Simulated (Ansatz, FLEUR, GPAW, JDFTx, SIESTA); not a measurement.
## Sn: programs and potentials compared

```xyz
2
Lattice="-2.9401 2.9401 1.5993 2.9401 -2.9401 1.5993 2.9401 2.9401 -1.5993" Properties=species:S:1:pos:R:3 pbc="T T T"
Sn   -0.0709   -0.0015    0.0234
Sn   -0.0164    2.9513    0.7910
```

Atoms were shifted at random by some hundredths of an Å from the given cell, which wasn't relaxed again for these runs.

Alike in all runs: task single point; functional PBEsol; k mesh 9 × 9 × 9; occupations fermi-dirac, width 0.05 eV; no spin polarisation; no spin-orbit coupling. Pressure is positive in compression and, in plane waves, holds the error of the finite cutoff, which Ansatz's Pulay term estimates and takes out.

```csv
program and potentials,plane-wave cutoff (eV),notes,pressure (GPa),largest force (eV/Å),energy over the undisturbed cell (meV/atom)
"Ansatz, Ansatz PAW",420,"potentials made for PBE, which Ansatz adapts in part; Pulay term of +0.03 GPa included",-1.40,0.178,2.53
"GPAW, PAW data sets generated for this functional",600,-,-1.65,0.175,-
"FLEUR, all-electron, FLAPW",-,-,-,0.178,2.54
"JDFTx, PseudoDojo-SR-PBEsol-0.4.1-standard with smoothed tails",980,-,-1.30,0.180,2.57
"SIESTA, files PseudoDojo sr-pbesol-0.4.1-standard, DZP (energy shift 0.003 Ry; two zetas on semicore shells)",-,atomic basis,-0.51,0.195,2.84
"Ansatz, all-electron LAPW, scalar-relativistic",-,-,?,?,-
```

Question: Estimate from the other rows what the run with Ansatz, all-electron LAPW, scalar-relativistic gave.

Answer: Pressure -1.39 GPa; largest force 0.178 eV/Å. The other rows, which needn't bracket it: pressure -1.65 to -0.51; largest force 0.175 to 0.195; energy over the undisturbed cell 2.53 to 2.84.
